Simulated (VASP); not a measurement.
# GaAs in VASP: relaxation of the atoms with PBEsol

Aim: the relaxation of the atoms of GaAs with PBEsol.

All numbers are computed with VASP 6.6.1; they aren't measurements. Logs are shortened: lines on timing, memory, paths and dates and some standing lists are left out, and cuts for length are marked.

### 1 The slab as given

The cell holds a slab with vacuum, 6 atoms: a = 5.654 Å, b = 3.998 Å, c = 19.998 Å, α = 90.00°, β = 90.00°, γ = 90.00°.

### 2 Relaxation of the atoms, PBEsol

Input file INCAR:

```
SYSTEM = GaAs
PREC     = Accurate       ! precision mode
ENCUT    = 520            ! plane-wave cutoff, eV
EDIFF    = 1E-7           ! SCF threshold, eV
ISMEAR   = 0              ! smearing method
SIGMA    = 0.05           ! smearing width, eV
LREAL    = .FALSE.        ! projectors in reciprocal space
LASPH    = .TRUE.         ! aspherical terms in the spheres
NELM     = 60             ! most SCF steps
ALGO     = Normal         ! electronic algorithm
ISIF     = 2              ! what is computed and relaxed
LWAVE    = .FALSE.        ! write WAVECAR
LCHARG   = .FALSE.        ! write CHGCAR
LDIPOL   = .TRUE.       
IDIPOL   = 3            
DIPOL    = 0.5 0.5 0.500
GGA      = PS             ! functional
IBRION   = 2              ! ionic algorithm
NSW      = 100            ! ionic steps
EDIFFG   = -0.015         ! ionic threshold
```

Input file KPOINTS:

```
regular mesh
0
G
  4 6 1
  0 0 0
```

Input file POSCAR:

```
GaAs
1.0
    5.6537000000      0.0000000000      0.0000000000
    0.0000000000      3.9977696090      0.0000000000
    0.0000000000      0.0000000000     19.9977696090
Ga As
3 3
Direct
    0.5000000000      0.5000000000      0.4000446128
    1.0000000000      1.0000000000      0.5000000000
    0.5000000000      0.5000000000      0.5999553872
    0.7500000000      1.0000000000      0.4000446128
    0.2500000000      0.5000000000      0.5000000000
    0.7500000000      1.0000000000      0.5999553872
```

Potentials or basis: VASP PAW PBE potentials, release 64 (Ga_d, As).

The run is started by

```
> cat potpaw_PBE.64/Ga_d/POTCAR potpaw_PBE.64/As/POTCAR > POTCAR
> mpirun -np 1 vasp_std > vasp.out
```

OUTCAR:

```text
SYSTEM = GaAs
   PREC = Accurate
   ENCUT = 520
   EDIFF = 1E-7
   ISMEAR = 0
   LREAL = .FALSE.
   LASPH = .TRUE.
   NELM = 60
   ISIF = 2
   GGA = PS
   IBRION = 2
   NSW = 100
   EDIFFG = -0.015

 ion  position               nearest neighbor table
   1  0.500  0.500  0.400-   5 2.45   4 2.45   4 2.45
   2  0.000  0.000  0.500-   4 2.45   6 2.45   5 2.45   5 2.45
   3  0.500  0.500  0.600-   5 2.45   6 2.45   6 2.45
   4  0.750  0.000  0.400-   2 2.45   1 2.45   1 2.45
   5  0.250  0.500  0.500-   1 2.45   3 2.45   2 2.45   2 2.45
   6  0.750  0.000  0.600-   2 2.45   3 2.45   3 2.45

  LATTYP: Found a simple orthorhombic cell.
 ALAT       =     3.9977696090
 B/A-ratio  =     1.4142135623
 C/A-ratio  =     5.0022316354

  Lattice vectors:

 A1 = (   0.0000000000,  -3.9977696090,   0.0000000000)
 A2 = (   5.6537000000,   0.0000000000,   0.0000000000)
 A3 = (   0.0000000000,   0.0000000000,  19.9977696090)

Analysis of symmetry for initial positions (statically):
=====================================================================
 Subroutine PRICEL returns:
 Original cell was already a primitive cell.

 Routine SETGRP: Setting up the symmetry group for a
 simple orthorhombic supercell.

 Subroutine GETGRP returns: Found  4 space group operations
 (whereof  4 operations were pure point group operations)
 out of a pool of  8 trial point group operations.

The static configuration has the point symmetry C_2v.

Analysis of symmetry for dynamics (positions and initial velocities):
=====================================================================
 Subroutine PRICEL returns:
 Original cell was already a primitive cell.

 Routine SETGRP: Setting up the symmetry group for a
 simple orthorhombic supercell.

 Subroutine GETGRP returns: Found  4 space group operations
 (whereof  4 operations were pure point group operations)
 out of a pool of  8 trial point group operations.

The dynamic configuration has the point symmetry C_2v.

 Subroutine INISYM returns: Found  4 space group operations
 (whereof  4 operations are pure point group operations),
 and found     1 'primitive' translations

----------------------------------------------------------------------------------------

                                     Primitive cell

  volume of cell :     451.9934

  direct lattice vectors                    reciprocal lattice vectors
     5.653700000  0.000000000  0.000000000     0.176875321  0.000000000  0.000000000
     0.000000000  3.997769609  0.000000000     0.000000000  0.250139477  0.000000000
     0.000000000  0.000000000 19.997769609     0.000000000  0.000000000  0.050005577

  length of vectors
     5.653700000  3.997769609 19.997769609     0.176875321  0.250139477  0.050005577

  position of ions in fractional coordinates (direct lattice)
     0.500000000  0.500000000  0.400044613
     0.000000000  0.000000000  0.500000000
     0.500000000  0.500000000  0.599955387
     0.750000000  0.000000000  0.400044613
     0.250000000  0.500000000  0.500000000
     0.750000000  0.000000000  0.599955387

  ion indices of the primitive-cell ions
   primitive index   ion index
                 1           1
                 2           2
                 3           3
                 4           4
                 5           5
                 6           6

[... 41 lines left out ...]
   number of dos      NEDOS =    301   number of ions     NIONS =      6
   total plane-waves  NPLWV = 189000
   dimension x,y,z NGX =    42 NGY =   30 NGZ =  150
   dimension x,y,z NGXF=    84 NGYF=   60 NGZF=  300
   ions per type =               3   3
   NGX,Y,Z   is equivalent  to a cutoff of  12.35, 12.48, 12.47 a.u.
   NGXF,Y,Z  is equivalent  to a cutoff of  24.70, 24.95, 24.94 a.u.
 SYSTEM =  GaAs
   PREC   = accura    normal or accurate (medium, high low for compatibility)
   ISTART =      0    job   : 0-new  1-cont  2-samecut
   ICHARG =      2    charge: 1-file 2-atom 10-const
   ISPIN  =      1    spin polarized calculation?
   LNONCOLLINEAR =      F non collinear calculations
   LSORBIT =      F    spin-orbit coupling
   LASPH  =      T    aspherical Exc in radial PAW
   ENCUT  =  520.0 eV  38.22 Ry    6.18 a.u.  10.51  7.43 37.18*2*pi/ulx,y,z
   NELM   =     60;   NELMIN=  2; NELMDL= -5     # of ELM steps
   EDIFF  = 0.1E-06   stopping-criterion for ELM
   LREAL  =      F    real-space projection
   EDIFFG = -.1E-01   stopping-criterion for IOM
   NSW    =    100    number of steps for IOM
   IBRION =      2    ionic relax: 0-MD 1-quasi-New 2-CG
   NFREE  =      1    steps in history (QN), initial steepest desc. (CG)
   ISIF   =      2    stress and relaxation
   ISYM   =      2    0-nonsym 1-usesym 2-fastsym
   POTIM  = 0.5000    time-step for ionic-motion
   TEBEG  =    0.0;   TEEND  =   0.0 temperature during run
   PSTRESS=    0.0 pullay stress
   NELECT =      54.0000    total number of electrons
   NUPDOWN=      -1.0000    fix difference up-down
   EMIN   =  10.00;   EMAX   =-10.00  energy-range for DOS
   EFERMI =   0.00;   METHOD = LEGACY
   ISMEAR =     0;   SIGMA  =   0.05  broadening in eV -4-tet -1-fermi 0-gaus
   EFERMI_NEDOS =   21; number of points for ismear=-14 and -15
   IALGO  =     38    algorithm
   IMIX   =      4    mixing-type and parameters
     AMIX     =   0.40;   BMIX     =  1.00
     AMIX_MAG =   1.60;   BMIX_MAG =  1.00
  volume/ion in A,a.u.               =      75.33       508.37
  Fermi-wavevector in a.u.,A,eV,Ry     =   0.806298  1.523682  8.845364  0.650116
  Thomas-Fermi vector in A             =   1.914704
   LORBIT       =      0    0 simple, 1 ext, 2 COOP (PROOUT), +10 PAW based schemes
   GGA     = PS    functional components
   LHFCALC =     F    Hartree Fock is set to
   AEXX    =    0.0000 exact exchange contribution
   IVDW    =     0    specifies the selected vdW correction
   LEPSILON=     F    determine dielectric tensor
   LRPA    =     F    only Hartree local field effects (RPA)
 conjugate gradient relaxation of ions
 non-spin polarized calculation
 Gauss-broadening in eV      SIGMA  =   0.05
  energy-cutoff  :      520.00
  volume of cell :      451.99
 maximum number of plane-waves:     12205
   NGX = 21   NGY = 15   NGZ = 75

--------------------------------------- Ionic step        1  -------------------------------------------

 number of electron      54.0000002 magnetization

 Free energy of the ion-electron system (eV)
  ---------------------------------------------------
  ext. energy  EPLUGINS =         0.00000000
  ---------------------------------------------------
  free energy    TOTEN  =       -23.89865008 eV

  energy without entropy =      -23.89285609  energy(sigma->0) =      -23.89575309

------------------------ aborting loop because EDIFF is reached ----------------------------------------

  FORCE on cell =-STRESS in cart. coord.  units (eV):
  Direction    XX          YY          ZZ          XY          YZ          ZX
  --------------------------------------------------------------------------------------
  -------------------------------------------------------------------------------------
  Total       -2.3530595     -1.7122162      1.9435499      0.0000000      0.0000000      0.0000000
  in kB       -8.3408712     -6.0692789      6.8892858      0.0000000      0.0000000      0.0000000
  external PRESSURE =      -2.5069548 kB  Pullay stress =       0.0000000 kB
[... 101 lines left out ...]
  FREE ENERGIE OF THE ION-ELECTRON SYSTEM (eV)
  ---------------------------------------------------
  free  energy   TOTEN  =       -24.6977484797 eV

  energy  without entropy=      -24.6977484797  energy(sigma->0) =      -24.69774848

[... ionic steps 4 to 11 ...]

--------------------------------------- Ionic step       12  -------------------------------------------

 number of electron      54.0000009 magnetization

------------------------ aborting loop because EDIFF is reached ----------------------------------------
[... 35 lines left out ...]
--------------------------------------- Ionic step       13  -------------------------------------------

 number of electron      54.0000010 magnetization

 dipolmoment           0.000000      0.000000     -0.000000 electrons x Angstroem

------------------------ aborting loop because EDIFF is reached ----------------------------------------

  FORCE on cell =-STRESS in cart. coord.  units (eV):
  Direction    XX          YY          ZZ          XY          YZ          ZX
  --------------------------------------------------------------------------------------
  -------------------------------------------------------------------------------------
  Total       -1.7623141     -2.2418149     -0.0524846      0.0000000      0.0000000      0.0000000
  in kB       -6.2468606     -7.9465431     -0.1860418      0.0000000      0.0000000      0.0000000
  external PRESSURE =      -4.7931485 kB  Pullay stress =       0.0000000 kB
[... 27 lines left out ...]
--------------------------------------- Ionic step       14  -------------------------------------------

 number of electron      54.0000011 magnetization

 dipolmoment           0.000000      0.000000      0.000000 electrons x Angstroem

 Free energy of the ion-electron system (eV)
  ---------------------------------------------------
  ext. energy  EPLUGINS =         0.00000000
  ---------------------------------------------------
  free energy    TOTEN  =       -25.18893251 eV

  energy without entropy =      -25.18832053  energy(sigma->0) =      -25.18862652

 E-fermi :  -2.3204     XC(G=0):  -3.6380

 val. band max:       -2.3783880302   @ k =   0.0000   0.0000   0.0000
 cond. band min:      -2.2623789332   @ k =   0.0000   0.5000   0.0000
 fundamental gap:      0.1160090970
 Fermi energy:        -2.3203834819

 k-point     1 :       0.0000    0.0000    0.0000
  band No.  band energies     occupation
      1     -17.2578      2.00000
      2     -17.2148      2.00000
      3     -17.1985      2.00000
      4     -17.1272      2.00000
      5     -17.1157      2.00000
      6     -17.1027      2.00000
[... 409 lines left out ...]
     31       0.7502      0.00000
     32       1.0348      0.00000

------------------------ aborting loop because EDIFF is reached ----------------------------------------

 vacuum level on the upper side and lower side of the slab       (xc-potential included)        -0.091        -0.091

  FORCE on cell =-STRESS in cart. coord.  units (eV):
  Direction    XX          YY          ZZ          XY          YZ          ZX
  --------------------------------------------------------------------------------------
  -------------------------------------------------------------------------------------
  Total       -1.7232172     -2.2472429     -0.0145432      0.0000000      0.0000000      0.0000000
  in kB       -6.1082740     -7.9657838     -0.0515511      0.0000000      0.0000000      0.0000000
  external PRESSURE =      -4.7085363 kB  Pullay stress =       0.0000000 kB
[... 21 lines left out ...]
  FREE ENERGIE OF THE ION-ELECTRON SYSTEM (eV)
  ---------------------------------------------------
  free  energy   TOTEN  =       -25.1889325082 eV

  energy  without entropy=      -25.1883205306  energy(sigma->0) =      -25.18862652

 reached required accuracy - stopping structural energy minimisation

 vacuum level on the upper side and lower side of the slab         2.512         2.512
```

Run time: 28 min. Hardware: 1 thread of Intel Xeon 6975P-C (Granite Rapids), shared host; peak memory 0.56 GiB.

Results:

| Property | Result |
| --- | --- |
| Free energy | -25.1889 eV |
| Energy gained by relaxing | 215.0 meV/atom |
| Ionic steps | 14 |
| Largest force after relaxing | 0.014 eV/Å |
| Band gap on the k mesh | 0.12 eV, indirect (least direct gap 0.85 eV) |

Forces in eV/Å, atoms in the order of the input:
```
Ga   0.003  0.000 -0.006
Ga   0.014  0.000  0.000
Ga   0.003  0.000  0.006
As  -0.006  0.000  0.006
As  -0.009  0.000  0.000
As  -0.006  0.000 -0.006
```

The path:
```csv
step,energy change (eV),largest force (eV/Å),pressure (GPa)
1,0.0000,1.2911,-0.25
2,-0.3366,1.1117,-0.25
3,-0.7991,1.4530,-0.16
4,-1.0285,1.0790,-0.47
5,-1.1567,0.6712,-0.91
6,-1.2066,0.5280,-0.86
7,-1.2517,0.5624,-0.70
8,-1.2728,0.2173,-0.62
9,-1.2767,0.2318,-0.57
10,-1.2835,0.1581,-0.55
11,-1.2887,0.0957,-0.53
12,-1.2902,0.0259,-0.48
13,-1.2902,0.0235,-0.48
14,-1.2903,0.0143,-0.47
```

Final structure:
```
CELL_PARAMETERS angstrom
5.65370 0.00000 0.00000
0.00000 3.99777 0.00000
0.00000 0.00000 19.99777
ATOMIC_POSITIONS crystal
Ga 0.53761 0.50000 0.41886
Ga 0.95082 0.00000 0.50000
Ga 0.53761 0.50000 0.58114
As 0.75588 0.00000 0.38770
As 0.21220 0.50000 0.50000
As 0.75588 0.00000 0.61230
```

Levels at points of the mesh, in eV from the valence-band top:
```
           k point  band 25  band 26  band 27  band 28  band 29  band 30
(0.00, 0.00, 0.00)    -0.97    -0.90     0.00     1.18     1.53     2.49
(0.50, 0.00, 0.00)    -1.07    -0.85    -0.41     0.69     1.72     2.32
(0.00, 0.50, 0.00)    -1.59    -1.56    -0.74     0.12     1.76     2.69
(0.50, 0.50, 0.00)    -1.98    -0.69    -0.65     0.70     2.57     3.06
```

Caveat: the PAW data sets were made with another functional, which shifts forces and pressure a little.
